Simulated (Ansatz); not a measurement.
Two G0W0 runs on Sb (honeycomb monolayer).

The cell holds 2 atoms: 2 Sb. Cell: a = 4.081 Å, b = 4.081 Å, c = 26.500 Å, α = 90.0°, β = 90.0°, γ = 120.0°. Vacuum lies along c.

```
Sb
1.0
     4.08064    0.00000    0.00000
    -2.04032    3.53394    0.00000
     0.00000    0.00000   26.50000
Sb
2
Cartesian
  0.0000 2.3560 14.0713
  2.0403 1.1780 12.4287
```

The structure was relaxed with PBE-D3(BJ). The runs that relaxed it are not among those shown. Spin-orbit coupling is left out unless a run names it.

The first (Ansatz 0.2.0; start PBE, 3×3×1 mesh, 454 empty bands, screening to 65 eV, PAW set soft_1 files; 4 threads of Arm Neoverse V1, shared host) gave, on its mesh: starting gap 1.19 eV, G0W0 gap 1.59 eV, mean of 1 + 4πα/V (set by the cell height) 5.58, 29 s.

The second changes empty bands from 454 to 187 and screening cutoff (eV) from 65.0 to 36. What does it give?

It gave: starting gap 1.19 eV, G0W0 gap 1.41 eV, mean of 1 + 4πα/V (set by the cell height) 5.91, 7.2 s. The G0W0 gap moves by −0.17 eV, −0.0001 eV from the start and −0.17 eV from the correction. Σc changes by +0.35 eV at the valence top and +0.18 eV at the conduction bottom, and Σx − Vxc between them by +0.0001 eV.

Limits: not at the basis limit; coarse mesh for a sheet; no spin-orbit coupling.

[Paths, hosts, dates, memory and timing lines, banners, echoed tables and standing remarks are left out of the program output.]

[Logs are printed without paths, hosts, clocks, repeated set-up lines and the standing remarks that a program may print on its own settings, such as how far it seeks lower states.]

[Runs of the session that timed out or met a known fault of the program may be left out.]

[Cells called generated may have been cut or substituted from an entry of the Crystallography Open Database or the Materials Project.]

[Hosts, paths, dates, database ids (printed as entryN), source tags and the programs' standing remarks are cut or masked in the printed files.]
